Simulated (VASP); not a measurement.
Crystal: CdSe.

```xyz
2
Lattice="0.0000 3.0984 3.0984 3.0984 0.0000 3.0984 3.0984 3.0984 0.0000" Properties=species:S:1:pos:R:3 pbc="T T T"
Cd    0.0000    0.0000    0.0000
Se    4.6476    4.6476    4.6476
```

Measurements of this composition are mostly on another form, of space group No. 186.

* Program: VASP 6.6.1
* Task: relaxation of cell and atoms
* Functional: PBEsol
* Potentials or basis: VASP PAW PBE potentials, release 64 (Cd, Se)
* Cutoff: 600 eV
* k mesh: 10 × 10 × 10
* Occupations: gaussian, width 0.02 eV
* Spin: no spin polarisation

At the start: pressure -2.3 GPa; volume 29.75 Å³/atom.

Question: How do energy, volume and symmetry change on relaxing?

Answer: Over 3 steps the energy falls by 11.3 meV/atom and the volume is 28.27 Å³/atom (-5.0 %); space group F-43m (No. 216, to 0.05 Å).

The path:
| step | energy change (eV) | largest force (eV/Å) | pressure (GPa) | volume (Å³) |
| --- | --- | --- | --- | --- |
| 1 | 0.0000 | 0.0000 | -2.34 | 59.49 |
| 2 | -0.0211 | 0.0000 | 0.69 | 55.82 |
| 3 | -0.0227 | 0.0000 | -0.01 | 56.54 |

Final structure:
```
Cd Se
1.0
     0.00000    3.04628    3.04628
     3.04628    0.00000    3.04628
     3.04628    3.04628    0.00000
Cd Se
1 1
Direct
  0.00000 0.00000 0.00000
  0.75000 0.75000 0.75000
```

Caveat: the PAW data sets were made with another functional, which shifts forces and pressure a little.
